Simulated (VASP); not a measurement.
NaCl, 2 atoms in the cell. The structure is cubic, space group Fm-3m (No. 225). Conventional cell: a = 5.629 Å, b = 5.629 Å, c = 5.629 Å, α = 90.00°, β = 90.00°, γ = 90.00°. Na (site symmetry m-3m) has 6 Cl at 2.81 Å as nearest neighbours. Cl (site symmetry m-3m) is surrounded by 6 Na at 2.81 Å.  The cell isn't the ideal one: a relaxed cell with its volume scaled by 1.02.

- Program: VASP 6.6.1
- Task: relaxation of the atoms
- Functional: r2SCAN
- Potentials or basis: VASP PAW PBE potentials, release 64 (Na_pv, Cl)
- Cutoff: 600 eV
- k mesh: 8 × 8 × 8
- Occupations: gaussian, width 0.03 eV
- Spin: no spin polarisation
- Further INCAR settings: ALGO = Normal; EDIFF = 1e-07; IBRION = 2; EDIFFG = -0.01; NSW = 40

Potentials or basis: VASP PAW PBE potentials, release 64 (Na_pv, Cl).

Run with:

```console
$ cat potpaw_PBE.64/Na_pv/POTCAR potpaw_PBE.64/Cl/POTCAR > POTCAR
$ mpirun -np 1 vasp_std > vasp.out
```

Hardware: 1 thread of Intel(R) Xeon(R) Platinum 8488C (Sapphire Rapids), with other jobs on the host.

**Question.** How long does it take, and how much memory?

**Answer.** Wall time 51 s on 1 thread of Intel(R) Xeon(R) Platinum 8488C (Sapphire Rapids), with other jobs on the host, peak memory 0.18 GiB. Counts: scf iterations 23, k points 29, ion steps 1.
